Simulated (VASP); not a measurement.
# A vacancy on the Pt site in a supercell of ScPt, part 4 of 4

Aim: the formation energy and local structure of a vacancy on the Pt site in ScPt. The start is a cell from a database of measured crystal structures.

VASP 6.6.1, plane waves and PAW; the level of theory is named at each step.

So far. Step 5 (Reference Sc): The run ended after 6 ionic steps, 0.038 eV below its first step, once forces and stress met EDIFFG = -0.02. Step 5 (Reference Sc): Energy at zero smearing: -13.21888 eV.

## 6. The defect cell

This step: PBEsol; plane waves and PAW (Pt, Sc_sv) (VASP 6.6.1).

System of this step: Sc16Pt15. The cell holds 31 atoms: 15 Pt and 16 Sc. Its edges and angles: a = 9.201 Å, b = 9.201 Å, c = 9.201 Å, α = 60.0°, β = 60.0°, γ = 60.0°. It derives from ScPt. Nearest the centre at fractional (0.000, 0.000, 0.000): Sc31 at 2.82 Å, Sc28 at 2.82 Å, Sc30 at 2.82 Å, Sc16 at 2.82 Å, Sc19 at 2.82 Å, Sc29 at 2.82 Å, Sc18 at 2.82 Å, Sc17 at 2.82 Å.

The host is treated as a metal, since its gap is under 0.3 eV or closed. The run keeps 48 symmetry operations, which cuts the number of k-points but bars distortions that break them. The atoms relax at the host's fixed cell.

INCAR reads:

```
SYSTEM = Sc16Pt15
PREC = Normal
ENCUT = 300
EDIFF = 1E-05
NELM = 120
ISMEAR = 1
SIGMA = 0.2
LREAL = Auto
ALGO = Fast
GGA = PS
LORBIT = 11
LWAVE = .FALSE.
LCHARG = .TRUE.
KPAR = 4
IBRION = 2
NSW = 50
ISIF = 2
EDIFFG = -0.03
POTIM = 0.4
MAXMIX = 40
ISYM = 2
```

POSCAR reads:

```
Sc16Pt15
1.0
    0.0000000000      6.5060209478      6.5060209478
    6.5060209478      0.0000000000      6.5060209478
    6.5060209478      6.5060209478      0.0000000000
Pt Sc
15 16
Direct
    0.5000000000      0.0000000000      0.0000000000
    0.0000000000      0.5000000000      0.0000000000
    0.0000000000      0.0000000000      0.5000000000
    0.2500000000      0.2500000000      0.2500000000
    0.5000000000      0.5000000000      0.0000000000
    0.5000000000      0.0000000000      0.5000000000
    0.7500000000      0.2500000000      0.2500000000
    0.0000000000      0.5000000000      0.5000000000
    0.2500000000      0.7500000000      0.2500000000
    0.2500000000      0.2500000000      0.7500000000
    0.5000000000      0.5000000000      0.5000000000
    0.7500000000      0.7500000000      0.2500000000
    0.7500000000      0.2500000000      0.7500000000
    0.2500000000      0.7500000000      0.7500000000
    0.7500000000      0.7500000000      0.7500000000
    0.1250000000      0.1250000000      0.1250000000
    0.6250000000      0.1250000000      0.1250000000
    0.1250000000      0.6250000000      0.1250000000
    0.1250000000      0.1250000000      0.6250000000
    0.3750000000      0.3750000000      0.3750000000
    0.6250000000      0.6250000000      0.1250000000
    0.6250000000      0.1250000000      0.6250000000
    0.8750000000      0.3750000000      0.3750000000
    0.1250000000      0.6250000000      0.6250000000
    0.3750000000      0.8750000000      0.3750000000
    0.3750000000      0.3750000000      0.8750000000
    0.6250000000      0.6250000000      0.6250000000
    0.8750000000      0.8750000000      0.3750000000
    0.8750000000      0.3750000000      0.8750000000
    0.3750000000      0.8750000000      0.8750000000
    0.8750000000      0.8750000000      0.8750000000
```

KPOINTS reads:

```
Automatic mesh
0
Gamma
3 3 3
0 0 0
```

The projector-augmented-wave data sets are Pt and Sc_sv (PBE family, release 64).

Started as:

```bash
> mpirun -np 4 vasp_std
```

Output:

```text
[banner, memory and clock lines left out]
running    4 mpi-ranks, on    1 nodes
 distrk:  each k-point on    1 cores,    4 groups
 distr:  one band on    1 cores,    1 groups

 POSCAR found type information on POSCAR PtSc
 POSCAR found :  2 types and      31 ions
 [... a notice as in an earlier step ...]

 LDA part: xc-table for (Slater+PW92), standard interpolation
 POSCAR, INCAR and KPOINTS ok, starting setup
 FFT: planning ... GRIDC
 FFT: planning ... GRID_SOFT
 FFT: planning ... GRID
 WAVECAR not read
 entering main loop
       N       E                     dE             d eps       ncg     rms          rms(c)
DAV:   1     0.452443000450E+04    0.45244E+04   -0.10655E+05  1664   0.119E+03
DAV:   2     0.388952909212E+03   -0.41355E+04   -0.40548E+04  1600   0.583E+02
DAV:   3    -0.197012240862E+03   -0.58597E+03   -0.54312E+03  2693   0.200E+02
DAV:   4    -0.265299340934E+03   -0.68287E+02   -0.65407E+02  2536   0.699E+01
DAV:   5    -0.268828507320E+03   -0.35292E+01   -0.34135E+01  2520   0.195E+01    0.399E+01
RMM:   6    -0.248583852379E+03    0.20245E+02   -0.25272E+01  1599   0.234E+01    0.166E+01
RMM:   7    -0.246512847201E+03    0.20710E+01   -0.57804E+01  1993   0.197E+01    0.507E+00
RMM:   8    -0.246553757662E+03   -0.40910E-01   -0.49568E+00  1997   0.669E+00    0.291E+00
RMM:   9    -0.246585348367E+03   -0.31591E-01   -0.13503E+00  2026   0.233E+00    0.231E+00
RMM:  10    -0.246575114605E+03    0.10234E-01   -0.29056E-01  2034   0.147E+00    0.974E-01
RMM:  11    -0.246576688395E+03   -0.15738E-02   -0.10450E-01  2104   0.744E-01    0.470E-01
RMM:  12    -0.246575920114E+03    0.76828E-03   -0.30223E-02  2065   0.445E-01    0.294E-01
RMM:  13    -0.246576523184E+03   -0.60307E-03   -0.20291E-02  2198   0.285E-01    0.112E-01
RMM:  14    -0.246577003797E+03   -0.48061E-03   -0.64745E-03  2212   0.114E-01    0.574E-02
RMM:  15    -0.246577445200E+03   -0.44140E-03   -0.51867E-03  2012   0.807E-02    0.212E-02
RMM:  16    -0.246577646832E+03   -0.20163E-03   -0.20049E-03  1651   0.433E-02    0.134E-02
RMM:  17    -0.246577830165E+03   -0.18333E-03   -0.18299E-03  1230   0.345E-02    0.585E-03
RMM:  18    -0.246577909693E+03   -0.79529E-04   -0.79229E-04  1118   0.221E-02    0.315E-03
RMM:  19    -0.246577984364E+03   -0.74670E-04   -0.76004E-04  1090   0.195E-02    0.393E-03
RMM:  20    -0.246578018906E+03   -0.34542E-04   -0.34460E-04  1068   0.134E-02    0.238E-03
RMM:  21    -0.246578051177E+03   -0.32271E-04   -0.32526E-04  1056   0.126E-02    0.312E-03
RMM:  22    -0.246578066598E+03   -0.15421E-04   -0.15397E-04  1050   0.903E-03    0.893E-04
RMM:  23    -0.246578080445E+03   -0.13847E-04   -0.14068E-04  1043   0.776E-03    0.176E-03
RMM:  24    -0.246578087184E+03   -0.67394E-05   -0.68728E-05  1026   0.620E-03
   1 F= -.24657809E+03 E0= -.24656682E+03  d E =-.246578E+03
 curvature:   0.00 expect dE= 0.000E+00 dE for cont linesearch  0.000E+00
 trial: gam= 0.00000 g(F)=  0.190E-01 g(S)=  0.000E+00 ort = 0.000E+00 (trialstep = 0.100E+01)
 search vector abs. value=  0.190E-01
 bond charge predicted
       N       E                     dE             d eps       ncg     rms          rms(c)
DAV:   1    -0.246570290219E+03    0.77902E-02   -0.36409E+00  1968   0.118E+01    0.265E-01
RMM:   2    -0.246595486459E+03   -0.25196E-01   -0.26287E-01  2202   0.182E+00    0.944E-01
RMM:   3    -0.246595607397E+03   -0.12094E-03   -0.34740E-02  2033   0.850E-01    0.454E-01
RMM:   4    -0.246594288809E+03    0.13186E-02   -0.84111E-03  1963   0.385E-01    0.107E-01
RMM:   5    -0.246594514603E+03   -0.22579E-03   -0.29738E-03  2236   0.144E-01    0.917E-02
RMM:   6    -0.246594530285E+03   -0.15683E-04   -0.89741E-04  2020   0.100E-01    0.629E-02
RMM:   7    -0.246594545697E+03   -0.15411E-04   -0.28839E-04  1677   0.357E-02    0.653E-02
RMM:   8    -0.246594537678E+03    0.80184E-05   -0.15671E-04  1531   0.534E-02    0.312E-02
RMM:   9    -0.246594542815E+03   -0.51369E-05   -0.79704E-05  1225   0.187E-02
   2 F= -.24659454E+03 E0= -.24658268E+03  d E =-.164556E-01
[...]
3 F= -.24661285E+03 E0= -.24659951E+03  d E =-.347641E-01
[...]
4 F= -.24661374E+03 E0= -.24660002E+03  d E =-.356556E-01
[...]
5 F= -.24661376E+03 E0= -.24659998E+03  d E =-.356711E-01
 curvature:  -1.96 expect dE=-0.891E-03 dE for cont linesearch -0.254E-04
 ZBRENT: bracketing found
 ZBRENT: accuracy reached
 trial: gam= 0.04990 g(F)=  0.454E-03 g(S)=  0.000E+00 ort =-0.496E-03 (trialstep = 0.156E+01)
 search vector abs. value=  0.452E-03
 bond charge predicted
       N       E                     dE             d eps       ncg     rms          rms(c)
DAV:   1    -0.246613540261E+03    0.21599E-03   -0.22391E-01  1840   0.218E+00    0.635E-02
RMM:   2    -0.246614186693E+03   -0.64643E-03   -0.70226E-03  1906   0.400E-01    0.922E-02
RMM:   3    -0.246614513613E+03   -0.32692E-03   -0.30295E-03  2106   0.138E-01    0.104E-01
RMM:   4    -0.246614436545E+03    0.77068E-04   -0.46526E-04  1621   0.608E-02    0.928E-02
RMM:   5    -0.246614410107E+03    0.26439E-04   -0.98232E-05  1377   0.385E-02    0.833E-02
RMM:   6    -0.246614344639E+03    0.65468E-04   -0.79728E-05  1489   0.504E-02    0.545E-02
RMM:   7    -0.246614312529E+03    0.32109E-04   -0.24908E-04  1846   0.544E-02    0.255E-02
RMM:   8    -0.246614328632E+03   -0.16103E-04   -0.15984E-04  1679   0.535E-02    0.336E-02
RMM:   9    -0.246614324747E+03    0.38845E-05   -0.28880E-05  1059   0.230E-02
   6 F= -.24661432E+03 E0= -.24660045E+03  d E =-.566482E-03
 trial-energy change:   -0.000566  1 .order   -0.000443   -0.000669   -0.000217
 step:   1.8151(harm=  2.3074)  dis= 0.00239  next Energy=  -246.614343 (dE=-0.585E-03)
 reached required accuracy - stopping structural energy minimisation
```

It took 2.3 min on 4 MPI ranks of Intel Xeon 6975P-C (Granite Rapids), shared host; peak memory 1.4 GiB.

OUTCAR, selected parts (step 6):

```text
   k-points           NKPTS =      4   k-points in BZ     NKDIM =      4   number of bands    NBANDS=    195

   NELECT =     326.0000    total number of electrons

 E-fermi :   7.6734

 k-point     1 :       0.0000    0.0000    0.0000
  band No.  band energies     occupation
    ...
    159       6.8696      2.00000
    160       7.5108      1.98647
    161       7.5776      1.71627
    162       7.5776      1.71627
    163       7.5776      1.71627
    164       7.9951     -0.04534
    165       7.9951     -0.04534
    166       7.9951     -0.04533
    167       8.1721     -0.00238
    168       8.1721     -0.00238
    ...

  Total       -2.0286994     -2.0286994     -2.0286994      0.0000000     -0.0000000      0.0000000
  in kB       -5.9013574     -5.9013574     -5.9013574      0.0000000     -0.0000000      0.0000000
  external PRESSURE =      -5.9013574 kB  Pullay stress =       0.0000000 kB

 POSITION                                       TOTAL-FORCE (eV/Angst)
 -----------------------------------------------------------------------------------
      0.00000      3.25301      3.25301         0.000000      0.000000     -0.000000
      3.25301      0.00000      3.25301         0.000000     -0.000000     -0.000000
      3.25301      3.25301      0.00000         0.000000      0.000000     -0.000000
      3.25301      3.25301      3.25301         0.000000      0.000000     -0.000000
      3.25301      3.25301      6.50602         0.000000     -0.000000      0.000000
      3.25301      6.50602      3.25301         0.000000     -0.000000     -0.000000
      3.26304      6.50602      6.50602         0.016597      0.000000      0.000000
      6.50602      3.25301      3.25301         0.000000     -0.000000      0.000000
      6.50602      3.26304      6.50602         0.000000      0.016597      0.000000
      6.50602      6.50602      3.26304         0.000000      0.000000      0.016597
      6.50602      6.50602      6.50602         0.000000      0.000000      0.000000
      6.50602      6.50602      9.74900         0.000000      0.000000     -0.016597
      6.50602      9.74900      6.50602         0.000000     -0.016597      0.000000
      9.74900      6.50602      6.50602        -0.016597      0.000000      0.000000
      9.75903      9.75903      9.75903         0.000000     -0.000000      0.000000
      1.60964      1.60964      1.60964        -0.001926     -0.001926     -0.001926
      1.60964      4.89639      4.89639        -0.001926      0.001926      0.001926
      4.89639      1.60964      4.89639         0.001926     -0.001926      0.001926
      4.89639      4.89639      1.60964         0.001926      0.001926     -0.001926
      4.86768      4.86768      4.86768        -0.000682     -0.000682     -0.000682
      4.86768      4.86768      8.14437        -0.000682     -0.000682      0.000682
      4.86768      8.14437      4.86768        -0.000682      0.000682     -0.000682
      4.86768      8.14437      8.14437        -0.000682      0.000682      0.000682
      8.14437      4.86768      4.86768         0.000682     -0.000682     -0.000682
[...]
-----------------------------------------------------------------------------------
    total drift:                                0.000000     -0.000000      0.000000

  FREE ENERGIE OF THE ION-ELECTRON SYSTEM (eV)
  ---------------------------------------------------
  free  energy   TOTEN  =      -246.6143247474 eV

  energy  without entropy=     -246.5727054005  energy(sigma->0) =     -246.60045163

[... 7 parts as in an earlier step ...]

[... 8 further parts left out ...]
```

The steps of the relaxation:

```
step  energy less that of the first step (eV)  largest force (eV/Å)
   1                                   0.0000                0.1936
   2                                  -0.0165                0.1439
   3                                  -0.0348                0.0362
   4                                  -0.0357                0.0319
   5                                  -0.0357                0.0313
   6                                  -0.0362                0.0166
```

The atoms that moved most (Å):

```csv
atom,dx,dy,dz,length
Sc31,0.017,0.017,0.017,0.029
Sc18,0.017,-0.017,0.017,0.029
Sc17,-0.017,0.017,0.017,0.029
Sc19,0.017,0.017,-0.017,0.029
Sc16,-0.017,-0.017,-0.017,0.029
Sc28,-0.017,-0.017,0.017,0.029
Sc29,-0.017,0.017,-0.017,0.029
Sc30,0.017,-0.017,-0.017,0.029
```

The relaxed structure:

```
Pt Sc
1.0
     0.00000    6.50602    6.50602
     6.50602    0.00000    6.50602
     6.50602    6.50602    0.00000
Pt Sc
15 16
Direct
  0.50000 0.00000 0.00000
  0.00000 0.50000 0.00000
  0.00000 0.00000 0.50000
  0.25000 0.25000 0.25000
  0.50000 0.50000 0.00000
  0.50000 0.00000 0.50000
  0.74923 0.25077 0.25077
  0.00000 0.50000 0.50000
  0.25077 0.74923 0.25077
  0.25077 0.25077 0.74923
  0.50000 0.50000 0.50000
  0.74923 0.74923 0.25077
  0.74923 0.25077 0.74923
  0.25077 0.74923 0.74923
  0.75000 0.75000 0.75000
  0.12370 0.12370 0.12370
  0.62889 0.12370 0.12370
  0.12370 0.62889 0.12370
  0.12370 0.12370 0.62889
  0.37409 0.37409 0.37409
  0.62591 0.62591 0.12227
  0.62591 0.12227 0.62591
  0.87773 0.37409 0.37409
  0.12227 0.62591 0.62591
  0.37409 0.87773 0.37409
  0.37409 0.37409 0.87773
  0.62591 0.62591 0.62591
  0.87630 0.87630 0.37111
  0.87630 0.37111 0.87630
  0.37111 0.87630 0.87630
  0.87630 0.87630 0.87630
```

This step gave:

| Property | Result |
| --- | --- |
| electronic cycles | 61 |
| electrons | 326 |
| free energy (TOTEN) | -246.6143 eV |
| energy at zero smearing | -246.6005 eV |
| Fermi energy | 7.673 eV |

Valence density in the ac plane at fractional y = 0.000, through the centre, with atoms of Pt within 0.45 Å of it. It is the smooth field of the valence electrons, not physical close to the nuclei.

Values in e/Å³, 13 rows by 16 columns, each cell a mean:
```
0.0 0.0 0.1 0.1 0.1 0.2 0.4 1.5 2.5 1.6 0.5 0.2 0.1 0.1 0.1 0.0
0.1 0.1 0.1 0.1 0.3 0.3 0.2 0.3 0.7 0.7 0.4 0.2 0.3 0.4 0.2 0.1
0.1 0.1 0.1 0.1 0.2 0.4 0.2 0.1 0.2 0.2 0.2 0.1 0.2 0.3 0.3 0.1
0.1 0.2 0.3 0.2 0.1 0.2 0.2 0.2 0.1 0.2 0.3 0.2 0.1 0.2 0.2 0.2
0.3 0.2 0.4 0.3 0.2 0.2 0.4 0.5 0.3 0.2 0.4 0.4 0.2 0.2 0.4 0.5
1.6 0.5 0.2 0.2 0.2 0.3 1.1 2.1 1.6 0.5 0.2 0.2 0.2 0.3 1.1 2.1
3.0 1.5 0.4 0.1 0.1 0.2 0.8 2.4 3.0 1.5 0.4 0.1 0.1 0.2 0.8 2.4
1.5 1.3 0.5 0.2 0.2 0.2 0.3 0.8 1.5 1.3 0.5 0.2 0.2 0.2 0.3 0.7
0.3 0.3 0.2 0.2 0.3 0.5 0.3 0.2 0.3 0.3 0.2 0.2 0.3 0.4 0.3 0.2
0.1 0.2 0.2 0.1 0.1 0.2 0.2 0.1 0.1 0.2 0.2 0.1 0.1 0.2 0.2 0.1
0.1 0.2 0.4 0.3 0.1 0.2 0.3 0.2 0.2 0.2 0.4 0.3 0.1 0.1 0.1 0.1
0.1 0.1 0.2 0.3 0.2 0.3 0.8 1.2 0.7 0.3 0.2 0.3 0.1 0.1 0.1 0.0
0.0 0.1 0.1 0.1 0.1 0.3 1.1 2.6 2.6 1.0 0.3 0.1 0.1 0.1 0.0 0.0
```
Columns run along a (9.2 Å), rows up along c (9.2 Å). Atoms in or near the plane, at fractional coordinates: Pt at (0.50, 0.00), Pt at (0.00, 0.50), Pt at (0.50, 0.50).

The run ended after 6 ionic steps, 0.036 eV below its first step, once the forces on the free atoms met EDIFFG = -0.03.

The 8 first neighbours (Sc) lie 2.82 Å from the site in the perfect crystal and 2.79 Å on average after the relaxation (-1.0 %).

## 7. Putting the energies together

This step: point defect, PBEsol; plane waves and PAW (VASP 6.6.1).

This step runs nothing: it gathers the runs above.

Numbers from this step:

```yaml
formation_energy_of_the_neutral_defect: 2.111 eV
host_formation_enthalpy: -1.200 eV/atom
```

Formation energy:

```
formation energy (eV)  largest move (Å)
                2.111           0.02922
```

The formation energy is the energy of the relaxed defect cell less that of the perfect cell, with each removed atom booked to its reference and each added atom taken from it.

References, in eV an atom: Pt -6.971 (crystal Fm-3m) and Sc -6.609 (crystal P6_3/mmc). They were run at the supercell's cutoff and functional, without U, and count both elements from their own phases.

## 8. Results

```yaml
formation_energy_at_charge_0: 2.111 eV
host_formation_enthalpy: -1.20 eV/atom
```

What this shows: A vacancy on the Pt site costs 2.11 eV, with every exchanged atom at the energy of its element. The 8 first neighbours (Sc) lie 2.82 Å from the site in the perfect crystal and 2.79 Å on average after the relaxation (-1.0 %). With metallic smearing the value can move by tenths of an eV with the k mesh. The supercell of 32 atoms is small, so interactions between images remain.

[Lines on the potential files, build, host, timing and source positions are cut from VASP's logs without a mark.]

[Logs are printed without paths, hosts, clocks, repeated set-up lines and the standing remarks that a program may print on its own settings, such as how far it seeks lower states.]

[Hosts, paths, dates, database ids (printed as entryN), source tags and the programs' standing remarks are cut or masked in the printed files.]

[In band tables of VASP the shares of atoms and orbitals are scaled to a sum of 1 inside the atoms' spheres.]

[Runs that stopped without an error message from VASP are left out.]
